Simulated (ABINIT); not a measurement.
The system is TiB2.

```
CELL_PARAMETERS angstrom
3.02920 0.00000 0.00000
-1.51460 2.62336 0.00000
0.00000 0.00000 3.22840
ATOMIC_POSITIONS crystal
Ti 0.00000 0.00000 0.00000
B 0.66667 0.33333 0.50000
B 0.33333 0.66667 0.50000
```

| Item | Value |
| --- | --- |
| Program | ABINIT 10.8.3 (patched build) |
| Task | relaxation of cell and atoms |
| Functional | revPBE |
| Dispersion | D3 |
| Potentials or basis | JTH PAW PBE v2.0 |
| Cutoff | 408 eV |
| k mesh | 10 × 10 × 8 |
| Occupations | fermi-dirac, width 0.05 eV |
| Spin | no spin polarisation |

At the start: pressure -7.3 GPa; volume 8.55 Å³/atom.

Question: How do energy, volume and symmetry change on relaxing?

Answer: Over 3 steps the energy falls by 5.5 meV/atom and the volume is 8.32 Å³/atom (-2.8 %); space group P6/mmm (No. 191, to 0.05 Å).

Step by step:
```csv
step,energy change (eV),largest force (eV/Å),pressure (GPa),volume (Å³)
1,0.0000,0.0000,-7.29,25.66
2,-0.0158,0.0000,-1.50,25.09
3,-0.0165,0.0000,0.05,24.95
```

Final structure:
```cif
data_structure
_symmetry_space_group_name_H-M 'P 1'
_symmetry_Int_Tables_number 1
_cell_length_a 3.0010
_cell_length_b 3.0010
_cell_length_c 3.1984
_cell_angle_alpha 90.000
_cell_angle_beta 90.000
_cell_angle_gamma 120.000
_cell_volume 24.95
loop_
_atom_site_label
_atom_site_type_symbol
_atom_site_fract_x
_atom_site_fract_y
_atom_site_fract_z
_atom_site_occupancy
Ti1 Ti 0.00000 0.00000 0.00000 1
B1 B 0.66667 0.33333 0.50000 1
B2 B 0.33333 0.66667 0.50000 1
```

Caveat: the PAW data sets were made with another functional, which shifts forces and pressure a little; pairwise dispersion overbinds metals, which lowers pressure and volume; the atomic spheres overlap.
